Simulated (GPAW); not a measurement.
Crystal: TePb.

```
CELL_PARAMETERS angstrom
0.00000 3.23100 3.23100
3.23100 0.00000 3.23100
3.23100 3.23100 0.00000
ATOMIC_POSITIONS crystal
Pb 0.00000 0.00000 0.00000
Te 0.50000 0.50000 0.50000
```

* Program: GPAW 26.7.0
* Task: single point
* Functional: PBE
* Potentials or basis: GPAW PAW data sets (gpaw-data 1.2.1)
* Cutoff: 600 eV
* Basis: pw
* k mesh: 7 × 7 × 7
* Occupations: fermi-dirac, width 0.05 eV
* Spin: no spin polarisation

On this cell: pressure 1.8 GPa; largest force zero by symmetry; band gap on the k mesh not listed.

The same run follows on a disturbed copy (atoms moved at random, drawn with an rms of 0.05 Å):

```
Pb Te
1.0
     0.00000    3.23100    3.23100
     3.23100    0.00000    3.23100
     3.23100    3.23100    0.00000
Pb Te
1 1
Cartesian
  0.0106 -0.0407 0.0002
  3.2265 3.2207 3.2776
```

Task: What does the disturbed cell give?

Result: The energy moves by +0.4 meV/atom; pressure 1.9 GPa; largest force 0.029 eV/Å; band gap on the k mesh 0.98 eV, direct.

Forces in eV/Å, atoms in the order of the input:
```
Pb  -0.007  0.015  0.023
Te   0.007 -0.015 -0.023
```

Caveats: spin-orbit coupling is left out, which as a rule narrows the gap of such compounds by several tenths of an eV (some runs); an odd mesh through Γ misses points on the zone boundary, where band edges often lie (some runs).
